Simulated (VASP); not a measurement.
Write the native input for VASP 6.6.1 that does the following.

| Item | Value |
| --- | --- |
| Task | relaxation of the atoms |
| Functional | PBE |
| Potentials or basis | VASP PAW PBE potentials, release 64 (K_pv, Cl) |
| Cutoff | 300 eV |
| k mesh | 4 × 4 × 4 |
| Occupations | gaussian, width 0.03 eV |
| Spin | no spin polarisation |
| Further INCAR settings | ALGO = Fast; EDIFF = 1e-07; IBRION = 2; EDIFFG = -0.01; NSW = 40 |

The structure of KCl (Sylvite) lies in POSCAR:

```
KCl                                     
1.0
   -0.0000000000      3.2186725914      3.2186725914
    3.2186725914      0.0000000000      3.2186725914
    3.2186725914      3.2186725914     -0.0000000000
  K               Cl            
     1     1
Direct
     1.0000000000000000    1.0000000000000000    0.0000000000000000
     0.5000000000000000    0.5000000000000000    0.5000000000000000
```

The cell isn't the ideal one: a relaxed cell with its volume scaled by 1.02.

The input as run:

INCAR

```
PREC = Accurate
ENCUT = 300
EDIFF = 1E-7
ISMEAR = 0
SIGMA = 0.03
LREAL = False
LASPH = True
NELM = 80
ALGO = Fast
ISIF = 2
LWAVE = False
LCHARG = False
GGA = PE
IBRION = 2
NSW = 40
EDIFFG = -0.01
```

KPOINTS

```
regular mesh
0
Gamma
  4 4 4
```

Potentials or basis: VASP PAW PBE potentials, release 64 (K_pv, Cl).

Launch:

```bash
$ cat potpaw_PBE.64/K_pv/POTCAR potpaw_PBE.64/Cl/POTCAR > POTCAR
$ mpirun -np 1 vasp_std > vasp.out
```

Results of the run:

```json
{
  "Pressure after relaxing": "-0.3 GPa",
  "Band gap on the k mesh": "4.95 eV, direct"
}
```

Caveat: the k mesh is coarse (spacing up to 0.42 Å⁻¹), so the values aren't converged; the cutoff is under 1.25 times the usual one of these potentials, so pressure, stress and relaxed cells hold a basis-set (Pulay) error; the relaxation stopped at its first step, so nothing moved.

Run time: 6.5 s on 1 thread of AMD EPYC 7R43 64-Core Processor (Zen 3), with other jobs on the host, peak memory 0.11 GiB.
